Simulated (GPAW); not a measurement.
Crystal: Sn.

```
Sn
1.0
     0.00000    3.23334    3.23334
     3.23334    0.00000    3.23334
     3.23334    3.23334    0.00000
Sn
2
Direct
  0.75000 0.75000 0.75000
  0.50000 0.50000 0.50000
```

This isn't the form of Sn at room conditions, which is tetragonal (white tin).

| Quantity | Value |
| --- | --- |
| Program | GPAW 26.7.0 |
| Task | relaxation of cell and atoms |
| Functional | r2SCAN |
| Potentials or basis | GPAW PAW data sets (gpaw-data 1.2.1) |
| Cutoff | 600 eV |
| Basis | pw |
| k mesh | 6 × 6 × 6 |
| Occupations | fermi-dirac, width 0.05 eV |
| Spin | no spin polarisation |

At the start: pressure 2.1 GPa; volume 33.80 Å³/atom.

Where does the relaxation end?

Over 3 steps the energy falls by 9.6 meV/atom and the volume is 35.25 Å³/atom (+4.3 %); space group Fd-3m (No. 227, to 0.05 Å).

Step by step:
```tsv
step	energy change (eV)	largest force (eV/Å)	pressure (GPa)	volume (Å³)
1	0.0000	0.0000	2.10	67.61
2	-0.0075	0.0000	1.61	68.25
3	-0.0191	0.0000	0.09	70.49
```

Final structure:
```
Sn
1.0
     0.00000    3.27875    3.27875
     3.27875    0.00000    3.27875
     3.27875    3.27875    0.00000
Sn
2
Direct
  0.75000 0.75000 0.75000
  0.50000 0.50000 0.50000
```

Caveat: later steps reuse the first step's grids; the PAW data sets were made with another functional, which shifts forces and pressure a little.
